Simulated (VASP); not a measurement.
Write the native input for VASP 6.6.1 that does the following.

| Quantity | Value |
| --- | --- |
| Task | single point |
| Functional | PBE |
| Potentials or basis | VASP PAW PBE potentials, release 64 (Zn, Ge_d, N) |
| Cutoff | 520 eV |
| k mesh | 12 × 12 × 8 |
| Occupations | gaussian, width 0.1 eV |
| Spin | no spin polarisation |
| Dipole correction | no |
| Further INCAR settings | ALGO = Fast; EDIFF = 1e-06; NBANDS = 40 |

The structure of ZnGeN lies in POSCAR:

```
ZnGeN
1.0
    4.4025965375      0.0000000030      0.0000000000
   -2.2012982714      3.8127604426      0.0000000000
    0.0000000000      0.0000000000      4.7673453667
Zn Ge N
2 2 2
Direct
    0.0000000000      0.0000000000      0.0000000000
    0.0000000000      0.0000000000      0.5000000000
    0.6666666667      0.3333333333      0.7500000000
    0.3333333333      0.6666666667      0.2500000000
    0.3333333333      0.6666666667      0.7500000000
    0.6666666667      0.3333333333      0.2500000000
```

The cell was built by a generator and needn't be a form met in nature.

The cell isn't the ideal one: species swapped into the CrCoGe type (P6_3/mmc, No. 194).

These files were run (other wordings do the same):

INCAR

```
PREC     = Accurate       # precision mode
ENCUT    = 520            # plane-wave cutoff, eV
EDIFF    = 1E-6           # SCF threshold, eV
ISMEAR   = 0              # smearing method
SIGMA    = 0.1            # smearing width, eV
LREAL    = False          # projectors in reciprocal space
LASPH    = True           # aspherical terms in the spheres
NELM     = 100            # most SCF steps
ALGO     = Fast           # electronic algorithm
ISIF     = 2              # what is computed and relaxed
LWAVE    = False          # write WAVECAR
LCHARG   = True           # write CHGCAR
GGA      = PE             # functional
LELF     = True           # ELF
LVHAR    = True         
NBANDS   = 40             # bands
```

KPOINTS

```
Automatic mesh
0
Gamma
  12 12 8
```

Potentials or basis: VASP PAW PBE potentials, release 64 (Zn, Ge_d, N).

The run is started by

```bash
$ cat potpaw_PBE.64/Zn/POTCAR potpaw_PBE.64/Ge_d/POTCAR potpaw_PBE.64/N/POTCAR > POTCAR
$ mpirun -np 1 vasp_std > vasp.out
```

It gave:

```json
{
 "Pressure": "0.2 GPa",
 "Band gap on the k mesh": "none (metal or under the smearing width)"
}
```

Wall time 6.2 min on 1 thread of Intel(R) Xeon(R) Platinum 8259CL CPU @ 2.50GHz (Skylake/Cascade Lake) (shared host), peak memory 0.39 GiB.
